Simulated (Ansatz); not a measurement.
## CoSi₂ (Fm-3m), generalised stacking fault

All numbers below come from Ansatz 0.2.0, DFT PBEsol, scalar-relativistic, plane waves, PAW. Settings: plane waves to 420 eV, k-mesh 12×12×5 (Γ-centred), Gaussian smearing 0.15 eV. No spin polarisation. A magnetic state may lie lower. Energies are free energies at this smearing, counted from the undisturbed cell; pressure is positive in compression.

Reference structure (relaxed at this level):

```yaml
crystal:
  lattice:
    - [-2.65625, -2.65625, 0.00000]
    - [2.65625, -2.65625, 0.00000]
    - [0.00000, 0.00000, 10.62502]
  atoms:
    - { symbol: Co, position: [0.50000, 0.50000, 0.18750] }
    - { symbol: Co, position: [0.00000, 0.00000, 0.43750] }
    - { symbol: Co, position: [0.50000, 0.50000, 0.68750] }
    - { symbol: Co, position: [0.00000, 0.00000, 0.93750] }
    - { symbol: Si, position: [0.50000, 0.00000, 0.06250] }
    - { symbol: Si, position: [0.00000, 0.50000, 0.31250] }
    - { symbol: Si, position: [0.50000, 0.00000, 0.56250] }
    - { symbol: Si, position: [0.00000, 0.50000, 0.81250] }
    - { symbol: Si, position: [0.50000, 0.00000, 0.31250] }
    - { symbol: Si, position: [0.00000, 0.50000, 0.56250] }
    - { symbol: Si, position: [0.50000, 0.00000, 0.81250] }
    - { symbol: Si, position: [0.00000, 0.50000, 0.06250] }
```

The cut lies on the cell's a–b face, a (0 0 1) plane (indices in the standard cell, whose axes needn't be the Cartesian ones shown) of area 14.11 Å², between layers 1.33 Å apart. Vector c is tilted by f times 1·a − 1·b (length 5.313 Å) with the atoms' Cartesian places fixed: one unrelaxed fault a cell. The cell is metallic on the mesh throughout.

```
     f  γ (mJ/m²)
0.0000          0
0.0833        815
0.1667       2603
0.3333       2772
0.5000        663
```

Problem. Predict the shear traction, the slope of γ along the slip (GPa) at each point.

Solution.
| f | shear traction, the slope of γ along the slip (GPa) |
| --- | --- |
| 0.0000 | 0.0 |
| 0.0833 | 34.3 |
| 0.1667 | 39.4 |
| 0.3333 | -33.6 |
| 0.5000 | 0.0 |

Cost: 5 runs of about 15 core-minutes in all, on Arm Neoverse V1 (shared hosts).